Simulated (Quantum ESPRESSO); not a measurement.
# LiF (Griceite) under changes of volume

One of the cells (8.169 Å³/atom); the others are scaled copies at fixed shape and fractional positions:

```xyz
2
Lattice="0.0000 2.0140 2.0140 2.0140 0.0000 2.0140 2.0140 2.0140 0.0000" Properties=species:S:1:pos:R:3 pbc="T T T"
F     2.0140    2.0140    2.0140
Li    0.0000    0.0000    0.0000
```

* Program: Quantum ESPRESSO 7.5
* Functional: PBEsol
* Potentials or basis: PseudoDojo 0.4.1 SR PBEsol standard
* Cutoff: 1143 eV
* Density cutoff: 4572 eV
* k mesh: 11 × 11 × 11
* Occupations: fermi-dirac, width 0.05 eV
* Spin: no spin polarisation

```csv
volume (Å³/atom),energy over the lowest point (meV/atom),pressure (GPa),gap on the mesh (eV)
7.679,?,?,?
7.842,0.80,1.6,9.31
8.006,0.00,0.0,9.12
8.169,0.72,-1.4,8.94
8.333,2.80,-2.7,8.77
8.496,6.12,-3.8,8.61
8.659,10.54,-4.8,8.45
```

Problem. What does the run at 7.679 Å³/atom give?

Solution. Energy over the lowest point 3.30 meV/atom; pressure 3.3 GPa; gap on the mesh 9.51 eV.

Worked out: A Birch-Murnaghan fit of order 3 (a polynomial in V^(-2/3)) to the other rows has its minimum at 8.01 Å³/atom with B0 = V·E''(V) = 72 GPa and B' = 3.9. It gives 3.26 meV/atom at 7.679 Å³/atom, against the run's 3.30, and -dE/dV = 3.3 GPa, against 3.3. A straight line through the other rows of the gap, of slope -8.65 eV per unit of ln V (its deformation potential), extrapolates to 9.48 eV, against the run's 9.51.

Energies are extrapolated to zero smearing.

Caveats: an odd mesh through Γ misses points on the zone boundary, where band edges often lie.
